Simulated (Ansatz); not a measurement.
# Bands of N

```xyz
4
Lattice="5.6490 0.0000 0.0000 0.0000 5.6490 0.0000 0.0000 0.0000 5.6490" Properties=species:S:1:pos:R:3 pbc="T T T"
N     0.1695    0.1695    0.1695
N     2.6550    5.4795    2.9940
N     2.9940    2.6550    5.4795
N     5.4795    2.9940    2.6550
```

Atoms are numbered in the order listed.

Conventional cell: a = 5.649 Å, b = 5.649 Å, c = 5.649 Å, α = 90.00°, β = 90.00°, γ = 90.00°. N (atom 1) is surrounded by 12 N at 3.78 to 4.25 Å.

The cell comes from COD entry 9012480, which wasn't checked; take it as a given geometry.

Computed with DFT, PBEsol, all-electron LAPW, scalar-relativistic (Ansatz 0.2.0).

Sampling and basis: a Γ-centred 4×4×4 k mesh, Fermi–Dirac smearing of 0.02 eV, basis error target 1 meV/atom, no spin polarisation.

Points in fractions of the reciprocal vectors of this cell: Γ (0, 0, 0), X (0, 0.5, 0), M (0.5, 0.5, 0), R (0.5, 0.5, 0.5), X1 (0.5, 0, 0). The path runs Γ–X–M–Γ–R–X–R–M–X1. Energies are in eV from the Fermi level; (×n) counts levels within 4 meV of each other, which need not be degenerate by symmetry.

Task: List the levels at X1 between -20 and 6 eV.

Result: -11.57 (×2), -11.46 (×2), -0.31 (×2), -0.26 (×2), -0.16 (×2), 0.02 (×2), 0.14 (×2), 0.15 (×2).

Task: List the levels at X between -20 and 6 eV.

Result: -11.57 (×2), -11.46 (×2), -0.31 (×2), -0.26 (×2), -0.16 (×2), 0.02 (×2), 0.14 (×2), 0.15 (×2).

Task: List the levels at M between -20 and 6 eV.

Result: -11.54 (×2), -11.49 (×2), -0.39 (×2), -0.32 (×2), -0.14 (×2), 0.00 (×2), 0.18 (×2), 0.21 (×2).

Task: What is the band gap?

Result: None at this level of theory (metallic, semimetallic, or a small gap that the functional closes).
